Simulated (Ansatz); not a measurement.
## TaN stretched along one axis: stress

Cell: an entry of the Crystallography Open Database (COD), ions relaxed with PBE at fixed cell.

```
Ta N
1.0
     5.19600    0.00000    0.00000
    -2.59800    4.49987    0.00000
     0.00000    0.00000    2.91100
Ta N
3 3
Direct
  0.33333 0.66667 0.50000
  0.66667 0.33333 0.50000
  0.00000 0.00000 0.00000
  0.39318 0.00000 0.00000
  0.60682 0.60682 0.00000
  0.00000 0.39318 0.00000
```

Atom numbers follow the list; atoms alike are taken as one site, whose name carries the number of the first.

All values are calculated (Ansatz; DFT, PBE, plane waves and PAW, scalar-relativistic, collinear spin, 420 eV cutoff, Γ-centred 10×10×16 k-points, Fermi–Dirac smearing 0.05 eV), not measured. Start moments as typed (μB): 2 on each Ta, none on the rest.

The cell is stretched along z (the third Cartesian axis of the run's cell), x and y held, and the ions relax again each time. Tension counts as positive.

| strain along z (%) | stress along z (GPa) | stress along x (GPa) |
| --- | --- | --- |
| -3 | -27.7 | -10.7 |
| -2 | -19.5 | -8.6 |
| -1 | -11.8 | -6.8 |
| 0 | -4.5 | -5.0 |
| +1 | ? | ? |
| +2 | 8.4 | -1.8 |
| +3 | 14.2 | -0.3 |

Task: Estimate the row at +1 % from the others.

Result: stress along z (GPa): 2.2; stress along x (GPa): -3.4. Worked: parabolas through the other 6 rows give 2.2 and -3.3 GPa at +1 %. Their slopes at zero strain are 698 GPa (the stiffness along z) and 172 GPa (the coupling of z to x). They hold at this cell, where the calculated pressure is 4.9 GPa, and with no gap in the run.

All values belong to this cell and structure model. The start moments die out, and the run ends without spin.
